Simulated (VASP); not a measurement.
Write the native input for VASP 6.6.1 that does the following.

```
Task                   : band structure
Functional             : LDA
Potentials or basis    : VASP PAW LDA potentials, release 64 (Al, O)
Cutoff                 : 520 eV
k mesh                 : 7 × 7 × 3
Occupations            : fermi-dirac, width 0.05 eV
Spin                   : no spin polarisation
Further INCAR settings : ALGO = Normal; EDIFF = 1e-06
```

The system is Al2O3.

```
Al O
1.0
     3.01748    0.00000    0.00000
    -1.50874    2.61322    0.00000
     0.00000    0.00000    7.57464
Al O
2 3
Direct
  0.00000 0.00000 0.72205
  0.00000 0.00000 0.27795
  0.00000 0.00000 0.50000
  0.66667 0.33333 0.80055
  0.33333 0.66667 0.19945
```

Measurements of this composition are mostly on another form, of space group No. 167.

These files were run (other wordings do the same):

POSCAR

```
Al2O3
1.0
    3.0174825440      0.0000000000      0.0000000000
   -1.5087412720      2.6132165386      0.0000000000
    0.0000000000      0.0000000000      7.5746360022
Al O
2 3
Direct
    0.0000000000      0.0000000000      0.7220490000
    0.0000000000      0.0000000000      0.2779510000
    0.0000000000      0.0000000000      0.5000000000
    0.6666666667      0.3333333333      0.8005460000
    0.3333333333      0.6666666667      0.1994540000
```

INCAR.step1

```
SYSTEM = Al2O3
PREC = Accurate ; ENCUT = 520
EDIFF = 1E-6 ; ISMEAR = -1
SIGMA = 0.05 ; LREAL = .False.
LASPH = .True. ; NELM = 100
ALGO = Normal ; ISIF = 2
LWAVE = .False. ; LCHARG = .True.
GGA = CA
```

KPOINTS.step1

```
regular mesh
0
Gamma
  7 7 3
  0 0 0
```

INCAR.step2

```
SYSTEM = Al2O3
PREC = Accurate ; ENCUT = 520
EDIFF = 1E-6 ; ISMEAR = 0
SIGMA = 0.05 ; LREAL = .False.
LASPH = .True. ; NELM = 100
ALGO = Normal ; ISIF = 2
LWAVE = .False. ; LCHARG = .False.
GGA = CA ; ICHARG = 11
```

KPOINTS.step2

```
path GMKGALHA,LM,KH
20
line-mode
reciprocal
 0.0000000000  0.0000000000  0.0000000000  G
 0.5000000000  0.0000000000  0.0000000000  M

 0.5000000000  0.0000000000  0.0000000000  M
 0.3333333333  0.3333333333  0.0000000000  K

 0.3333333333  0.3333333333  0.0000000000  K
 0.0000000000  0.0000000000  0.0000000000  G

 0.0000000000  0.0000000000  0.0000000000  G
 0.0000000000  0.0000000000  0.5000000000  A

 0.0000000000  0.0000000000  0.5000000000  A
 0.5000000000  0.0000000000  0.5000000000  L

 0.5000000000  0.0000000000  0.5000000000  L
 0.3333333333  0.3333333333  0.5000000000  H

 0.3333333333  0.3333333333  0.5000000000  H
 0.0000000000  0.0000000000  0.5000000000  A

 0.5000000000  0.0000000000  0.5000000000  L
 0.5000000000  0.0000000000  0.0000000000  M

 0.3333333333  0.3333333333  0.0000000000  K
 0.3333333333  0.3333333333  0.5000000000  H
```

Potentials or basis: VASP PAW LDA potentials, release 64 (Al, O).

Launch:

```console
$ cat potpaw_LDA.64/Al/POTCAR potpaw_LDA.64/O/POTCAR > POTCAR
$ cp INCAR.step1 INCAR
$ cp KPOINTS.step1 KPOINTS
$ mpirun -np 1 vasp_std > vasp.out
$ cp INCAR.step2 INCAR
$ cp KPOINTS.step2 KPOINTS
$ mpirun -np 1 vasp_std > vasp.out
```

Results of the run:

```
Band gap on the k mesh  : 2.19 eV, direct
Band gap along the path : 2.19 eV, direct
```

Caveat: the log is that of the step along the path at fixed density, whose energy, stress, charges and moments have no meaning.

Wall time 70 s on 1 thread of Intel(R) Xeon(R) Platinum 8488C (Sapphire Rapids), with other jobs on the host, peak memory 0.24 GiB.
